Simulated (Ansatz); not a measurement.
How far is PAW off for Bi?

```
Bi
1.0
     3.43637   -3.14706    0.00000
     3.43637    3.14706    0.00000
    -1.18551    0.00000    3.09291
Bi
2
Direct
  0.25180 0.25180 0.14900
  0.74820 0.74820 0.85100
```

Atom numbers follow the list: Bi1, Bi2.

The cell is a measured one (Crystallography Open Database entry 8100521); the temperature and pressure of the measurement aren't taken into account, and nothing was relaxed. The listed cell was then made from it by scaling, straining or moving an atom.

Spin–orbit coupling is left out, though it moves levels of the heavy atoms by tenths of an eV or more.

Methods: DFT, PBE, PAW with Ansatz's default frozen-core files, scalar-relativistic (Ansatz 0.2.0); DFT, PBE, all-electron LAPW, scalar-relativistic (Ansatz 0.2.0).

For PAW: a Γ-centred 8×8×11 k mesh, Fermi–Dirac smearing of 0.05 eV, cutoff 420 eV, no spin polarisation. LAPW targets a basis error of 0.25 meV/atom. The Ansatz runs share mesh, smearing and spin set-up. Plane-wave (PAW) pressures include the program's estimate of the Pulay term.

Stress and pressure are positive in compression.

The change that made this cell: equal xx and yy strain of +3 %.

PAW results:

```json
{"quantity": "pressure (GPa)", "PAW": "0.70"}
{"quantity": "stress xx (GPa)", "PAW": "0.89"}
{"quantity": "stress yy (GPa)", "PAW": "-0.44"}
{"quantity": "stress zz (GPa)", "PAW": "1.65"}
{"quantity": "stress xz (GPa)", "PAW": "-0.77"}
{"quantity": "force on Bi1, z (eV/Å)", "PAW": "-0.091"}
```

Task: What does full-potential LAPW give for the same quantities?

Result: 
```csv
quantity,LAPW
pressure (GPa),0.71
stress xx (GPa),0.90
stress yy (GPa),-0.43
stress zz (GPa),1.66
stress xz (GPa),-0.77
"force on Bi1, z (eV/Å)",-0.091
```
